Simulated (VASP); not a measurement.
Input of a VASP 6.6.1 run:

The input INCAR:

```
PREC     = Accurate       # precision mode
ENCUT    = 600            # plane-wave cutoff, eV
EDIFF    = 1E-7           # SCF threshold, eV
ISMEAR   = 0              # smearing method
SIGMA    = 0.03           # smearing width, eV
LREAL    = False          # projectors in reciprocal space
LASPH    = True           # aspherical terms in the spheres
NELM     = 80             # most SCF steps
ALGO     = Normal         # electronic algorithm
ISIF     = 3              # what is computed and relaxed
LWAVE    = False          # write WAVECAR
LCHARG   = False          # write CHGCAR
GGA      = PE             # functional
IVDW     = 12             # dispersion correction
IBRION   = 2              # ionic algorithm
NSW      = 90             # ionic steps
EDIFFG   = -0.005         # ionic threshold
KPAR     = 2
```

The input KPOINTS:

```
Automatic mesh
0
Gamma
  9 9 5
```

The input POSCAR:

```
HfS2                                    
1.0
    3.5968391904      0.0000000000     -0.0000000000
   -1.7984195952      3.1149541122      0.0000000000
    0.0000000000      0.0000000000      5.7700005906
  Hf              S             
     1     2
Direct
     0.0000000000000000    0.0000000000000000    0.0000000000000000
     0.6666666699999979    0.3333333300000021    0.7478435740700292
     0.3333333300000021    0.6666666699999979    0.2521564259299708
```

Potentials or basis: VASP PAW PBE potentials, release 64 (Hf_pv, S).

Command:

```bash
$ cat potpaw_PBE.64/Hf_pv/POTCAR potpaw_PBE.64/S/POTCAR > POTCAR
$ mpirun -np 2 vasp_std > vasp.out
```

Problem. Estimate the relaxed cell.

Solution. a = 3.599 Å, b = 3.599 Å, c = 5.765 Å, α = 90.00°, β = 90.00°, γ = 120.00°.

Problem. Estimate the dispersion energy per atom.

Solution. -0.342 eV.

Final structure:
```
Hf S
1.0
     3.59936    0.00000    0.00000
    -1.79968    3.11714    0.00000
     0.00000    0.00000    5.76533
Hf S
1 2
Direct
  0.00000 0.00000 0.00000
  0.66667 0.33333 0.74789
  0.33333 0.66667 0.25211
```
